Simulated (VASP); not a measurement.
Consider the following.

```xyz
4
Lattice="1.8060 -3.1282 0.0000 1.8060 3.1282 0.0000 0.0000 0.0000 3.8476" Properties=species:S:1:pos:R:3 pbc="T T T"
Li     1.8060     1.0427     0.0000
Li     1.8060    -1.0427     0.0000
Li     0.0000     0.0000     1.9238
N      0.0000     0.0000     0.0000
```

Computed with PBEsol GGA, VASP's PBE PAW potentials (set 64) (plane waves; VASP). Settings: 520 eV cut-off, Gaussian smearing of 0.050 eV, potentials Li_sv N.

### Question
Predict the band gap (along the path) with the smallest direct gap where there is one.

### Answer

```yaml
band gap (along the path): 1.08 eV
smallest direct gap (along the path): 1.29 eV
```

Total energies compare only between runs with the same potentials, cut-off and functional.

The compound is Li3N in the alpha structure. It was relaxed first.
